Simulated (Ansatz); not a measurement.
Input and command of a calculation in Ansatz (plane waves; scalar-relativistic PAW potentials unless the input names others):

```yaml
crystal:
  lattice:
    - [4.6294112731, -4.0855502189, -0.01014304]
    - [4.6294112731, 4.0855502189, -0.01014304]
    - [-0.0342585451, 0.0, 5.5589750547]
  atoms:
    - { symbol: P, position: [0.8512742797, 0.8512742797, 0.2375644293] }
    - { symbol: P, position: [0.1487257203, 0.1487257203, 0.7624355707] }
    - { symbol: P, position: [0.7191783959, 0.7191783959, 0.5855434286] }
    - { symbol: P, position: [0.2808216041, 0.2808216041, 0.4144565714] }
    - { symbol: P, position: [0.5015958456, 0.7783891987, 0.2493767515] }
    - { symbol: P, position: [0.2216108013, 0.4984041544, 0.7506232485] }
    - { symbol: P, position: [0.4984041544, 0.2216108013, 0.7506232485] }
    - { symbol: P, position: [0.7783891987, 0.5015958456, 0.2493767515] }
basis:
  ecutwfc: 420
kpoints:
  mp_grid: { grid: [3, 3, 3] }
hamiltonian:
  xc: pbesol
scf:
  occupations: { method: gaussian, width: 0.05 }
output:
  forces: true
  eigenvalues: true
  stress: true
```

```bash
ansatz run input.yaml --threads 2 --pin off --max-ram 5120MiB --backend cpu --events-out ev --progress --plain --runs-dir out
```

Abridged log:
```
Pseudopotentials: kind: paw
Pseudopotential: P, paw, valence charge 5, recommended cutoff 420 eV (normal)
Functional definition: PBEsol
Crystal: 8 atoms, lattice volume = 210.279 Å³
Basis set: ecut = 420 eV, 4115 PW (Γ), exchange–correlation on 90×90×80 points (8 copies of the dense FFT grid, shifted against one another)
Bands: 28, of which v1, the nominal top of the filled ones, is band 20 counted from 1 (19 counted from 0)
Symmetry: 4 space group operations
Space group: C2/m (ITA 12), of the structure as read, at distance tolerance 5.9e-5 Å
k-points: 10 of 27
Initial density: superposition of atomic densities (neutral atoms: chi_scale 0, normalization atom), corrected by the library's trained network
Initial wavefunctions: pseudopotential atomic-orbital guess
Functional: x = pbesol(κ = 0.804, μ = 0.12345679), c = pbesol(β = 0.046)
SCF iter   1: F=—  HF=-5918.426528 eV  |F-HF|=—  |Δ(HF+E_count)|=         —  Δρ=9.05e-3  dr2=4.57e-1  ethr=1.77e-3  ⟨swp⟩=9.4  Hψ=1808  notcnv=0
SCF iter   2: F=—  HF=-5918.310979 eV  |F-HF|=—  |Δ(HF+E_count)|=   1.16e-1  Δρ=3.83e-3  dr2=7.39e-2  ethr=1.14e-3  ⟨swp⟩=2.9  Hψ=513  notcnv=0  defer=18
SCF iter   3: F=—  HF=-5918.289385 eV  |F-HF|=—  |Δ(HF+E_count)|=   2.16e-2  Δρ=1.00e-3  dr2=3.66e-3  ethr=1.85e-4  ⟨swp⟩=3.1  Hψ=506  notcnv=0  defer=23
SCF iter   4: F=—  HF=-5918.288996 eV  |F-HF|=—  |Δ(HF+E_count)|=   3.89e-4  Δρ=4.07e-4  dr2=7.51e-4  ethr=9.15e-6  ⟨swp⟩=3.0  Hψ=564  notcnv=0  defer=13
automatic band count: iteration 4 solves 27 bands in place of 28: the levels show a gap, and the empty bands left out lie too high to hold charge; the band table lists the bands solved (type scf.n_extra_bands for more)
SCF iter   5: F=—  HF=-5918.289038 eV  |F-HF|=—  |Δ(HF+E_count)|=   4.25e-5  Δρ=1.07e-4  dr2=2.93e-5  ethr=1.88e-6  ⟨swp⟩=2.3  Hψ=398  notcnv=0  defer=13
SCF iter   6: F=—  HF=-5918.289035 eV  |F-HF|=—  |Δ(HF+E_count)|=   3.53e-6  Δρ=2.15e-5  dr2=1.66e-6  ethr=7.32e-8  ⟨swp⟩=2.4  Hψ=490  notcnv=0  defer=13
SCF iter   7: F=—  HF=-5918.289035 eV  |F-HF|=—  |Δ(HF+E_count)|=   7.49e-7  Δρ=9.00e-6  dr2=4.21e-7  ethr=4.16e-9  ⟨swp⟩=3.2  Hψ=562  notcnv=0  defer=13
SCF iter   8: F=-5918.289035 eV  HF=-5918.289035 eV  |F-HF|=6.44e-9  |Δ(HF+E_count)|=   4.53e-8  Δρ=2.44e-6  dr2=2.18e-8  ethr=2.50e-10  ⟨swp⟩=9.0  Hψ=1546  notcnv=0
SCF 1 converged in 8 iterations: F = -5918.289035 eV  dr2 = 2.18e-8
SCF converged after 8 iterations
Free energy (F): -5918.289035 eV
Harris-Foulkes:  -5918.289035 eV  (|F-HF|=6.44e-9)
Internal energy: -5918.289035 eV  (E = F + TS)
E sigma→0 (E₀):  -5918.289035 eV
Fermi energy:    3.579537 eV
--- Forces (eV/Å), atoms counted from 1 ---
  atom   1  P     -1.24709051     0.00000000     0.69102645
  atom   2  P      1.24709051     0.00000000    -0.69102645
  atom   3  P     -0.06428780     0.00000000    -1.93739209
  atom   4  P      0.06428780     0.00000000     1.93739209
  atom   5  P      0.65465377    -1.05934809     0.61958016
  atom   6  P     -0.65465377    -1.05934809    -0.61958016
  atom   7  P     -0.65465377     1.05934809    -0.61958016
  atom   8  P      0.65465377     1.05934809     0.61958016
--- Stress (GPa, compression-positive) ---
       -4.314728       0.000000      -0.049513
        0.000000      -4.222746       0.000000
       -0.049513       0.000000      -6.553693
  P = ⅓ Tr σ = -5.0304 GPa (-50.304 kbar)
```

Apart from outputs and empty bands, the input differs from a reference run on usual settings in kpoints.mp_grid.grid: [6, 6, 6] → [3, 3, 3]. The reference, at the same geometry (not necessarily relaxed), gave pressure -4.99 GPa, largest force 1.965 eV/Å, gap on the mesh 2.03 eV. This run converged in 8 SCF iterations (reference: 8) with an energy at zero smearing 2.05 meV/atom below the reference's, pressure -5.03 GPa, largest force 1.938 eV/Å, gap on the mesh 2.08 eV. Its k mesh is looser than usual, and the result moved.

The run took 2.6 s on 2 threads of Arm Neoverse V1, on a shared host, peak memory 0.41 GiB.